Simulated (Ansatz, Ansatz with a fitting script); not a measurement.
An input for Ansatz 0.2.0 (ZnSe (Stilleite)):

```yaml
crystal:
  lattice:
    - [0.0, 2.8209957425, 2.8209957425]
    - [2.8209957425, 0.0, 2.8209957425]
    - [2.8209957425, 2.8209957425, 0.0]
  atoms:
    - { symbol: Zn, position: [0.0, 0.0, 0.0] }
    - { symbol: Se, position: [0.25, 0.25, 0.25] }
kpoints:
  mp_grid: { grid: [5, 5, 5] }
hamiltonian:
  xc: lda
  pseudopotentials: { kind: paw, source: ansatz, frozen_core: stored }
scf:
  occupations: { method: fixed }
  convergence: { dr2_threshold: 1.0e-09 }
output:
  embedding: [{ level: hf }]
basis:
  ecutwfc: 1000
```

```sh
ansatz run input.yaml --threads 8 --pin off --max-ram 18432MiB --backend cpu --events-out ev --progress --plain --runs-dir out
```

Question: Estimate wall time and host memory on 8 threads of Arm Neoverse V2, shared host.

It took 42 s; on shared hardware allow 21 s to 85 s. Peak host memory was 0.67 GiB.

[Paths, hosts, dates, memory and timing lines, banners, echoed tables and standing remarks are left out of the program output.]

[Logs are printed without paths, hosts, clocks, repeated set-up lines and the standing remarks that a program may print on its own settings, such as how far it seeks lower states.]

[Runs of the session that timed out or met a known fault of the program may be left out.]

[Hosts, paths, dates, database ids (printed as entryN), source tags and the programs' standing remarks are cut or masked in the printed files.]
